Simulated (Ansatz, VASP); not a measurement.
## Two plane-wave programs on CdF2

Contents of INCAR:

```
SYSTEM = CdF2
  ALGO = Normal
  EDIFF = 1E-7
  ENCUT = 520
  GGA = PS
  ISIF = 2
  ISMEAR = -1
  LASPH = .True.
  LCHARG = .False.
  LREAL = .False.
  LWAVE = .False.
  NBANDS = 20
  NELM = 100
  PREC = Accurate
  SIGMA = 0.05
```

The input KPOINTS:

```
k-points
0
Gamma
  9 9 9
  0 0 0
```

Contents of POSCAR:

```
CdF2
1.0
    0.0000000000      2.6759189183      2.6759189183
    2.6759189183      0.0000000000      2.6759189183
    2.6759189183      2.6759189183      0.0000000000
Cd F
1 2
Direct
    0.0000000000      0.0000000000      0.0000000000
    0.7500000000      0.7500000000      0.7500000000
    0.2500000000      0.2500000000      0.2500000000
```

File input.yaml:

```yaml
crystal:
  lattice:
    - [0.0, 2.6759189183, 2.6759189183]
    - [2.6759189183, 0.0, 2.6759189183]
    - [2.6759189183, 2.6759189183, 0.0]
  atoms:
    - { symbol: Cd, position: [0.0, 0.0, 0.0] }
    - { symbol: F, position: [0.75, 0.75, 0.75] }
    - { symbol: F, position: [0.25, 0.25, 0.25] }
hamiltonian:
  xc: pbesol
  pseudopotentials: { kind: paw }
kpoints:
  mp_grid: { grid: [9, 9, 9] }
scf:
  occupations: { method: fermi_dirac, width: 0.05 }
output:
  forces: true
  stress: true
  eigenvalues: true
  write_density: true
  write_potential: true
  elf: true
  volumetric_format: npy
```

Change from the starting cell: volume scaled by 0.98.

Alike in both runs: task single point; functional PBEsol; k mesh 9 × 9 × 9; occupations fermi-dirac, width 0.05 eV; no spin polarisation.

|  | VASP | Ansatz |
| --- | --- | --- |
| version | VASP 6.6.1 | Ansatz 0.2.0 |
| potentials or method | VASP PAW PBE potentials, release 64 (Cd, F) | Ansatz PAW |
| plane-wave cutoff (eV) | 520 | 420 |
| valence electrons in the cell | 26 | 34 |

```csv
,VASP,Ansatz,Ansatz less VASP
gap on the k mesh at the Fermi level (eV),3.00,3.03,+0.034
least direct gap on the mesh (eV),3.44,3.47,+0.032
pressure (GPa),2.9,2.0,-0.89
```

The two sets of potentials don't hold the same shells in valence.

Caveats: the PAW data sets were made with another functional, which shifts forces and pressure a little (VASP); an odd mesh through Γ misses points on the zone boundary, where band edges often lie (VASP); odd divisions of the mesh miss points on the zone boundary, where band edges often lie, so the gap on the mesh can be too wide (Ansatz); the pressure holds a Pulay correction of +0.7 GPa for the finite cutoff (Ansatz); the PAW data sets come from PBE, with cores solved anew for the run's functional, which leaves a small shift of forces and pressure (Ansatz).
